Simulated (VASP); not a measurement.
A run of VASP 6.6.1:

INCAR

```
SYSTEM = Sc
ALGO = Fast ; EDIFF = 1E-7
EDIFFG = -0.005 ; ENCUT = 600
GGA = CA ; IBRION = 2
ISIF = 3 ; ISMEAR = 0
LASPH = .TRUE. ; LCHARG = .FALSE.
LREAL = .FALSE. ; LWAVE = .FALSE.
NELM = 80 ; NSW = 90
PREC = Accurate ; SIGMA = 0.1
```

The input KPOINTS:

```
k-points
0
G
  15 15 8
  0 0 0
```

POSCAR

```
Sc
1.0
    3.2912249500      0.0000000000      0.0000000000
   -1.6456124800      2.8502844200      0.0000000000
    0.0000000000      0.0000000000      5.3325723900
Sc
2
Direct
    0.3333333300      0.6666666700      0.2500000000
    0.6666666700      0.3333333300      0.7500000000
```

Potentials or basis: VASP PAW LDA potentials, release 64 (Sc_sv).

Command:

```console
$ cat potpaw_LDA.64/Sc_sv/POTCAR > POTCAR
$ mpirun -np 1 vasp_std > vasp.out
```

Hardware: 1 thread of Intel(R) Xeon(R) 6975P-C (Granite Rapids), with other jobs on the host.

**Question.** Estimate the wall time of this run.

**Answer.** Run time: 5.1 min on 1 thread of Intel(R) Xeon(R) 6975P-C (Granite Rapids), with other jobs on the host, peak memory 0.26 GiB. Counts: scf iterations 83, k points 135, ion steps 8.
